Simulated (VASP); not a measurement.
## In under changes of volume

One of the cells (27.071 Å³/atom); the others are scaled copies at fixed shape and fractional positions:

```
In
1.0
     3.35757    0.00000    0.00000
    -1.67879    2.90775    0.00000
     0.00000    0.00000    5.54563
In
2
Cartesian
  1.6788 0.9692 4.1592
  0.0000 1.9385 1.3864
```

This isn't the form of In at room conditions, which is tetragonal.

* Program: VASP 6.6.1
* Functional: PBEsol
* Potentials or basis: VASP PAW PBE potentials, release 64 (In_d)
* Cutoff: 520 eV
* k mesh: 9 × 9 × 5
* Occupations: fermi-dirac, width 0.05 eV
* Spin: no spin polarisation

```csv
volume (Å³/atom),energy over the lowest point (meV/atom),pressure (GPa)
24.948,2.51,1.2
25.478,0.00,0.2
26.009,0.67,-0.7
27.071,9.97,-2.1
27.602,?,?
28.133,27.01,-3.1
```

Task: What does the run at 27.602 Å³/atom give?

Result: Energy over the lowest point 17.70 meV/atom; pressure -2.6 GPa.

Worked out: A Birch-Murnaghan fit of order 3 (a polynomial in V^(-2/3)) to the other rows has its minimum at 25.61 Å³/atom with B0 = V·E''(V) = 45 GPa and B' = 7.2 at fixed shape and positions, which overstates the stiffness. It gives 17.69 meV/atom at 27.602 Å³/atom, against the run's 17.70, and -dE/dV = -2.6 GPa, against -2.6.

Energies are extrapolated to zero smearing.

Caveats: the PAW data sets were made with another functional, which shifts forces and pressure a little.
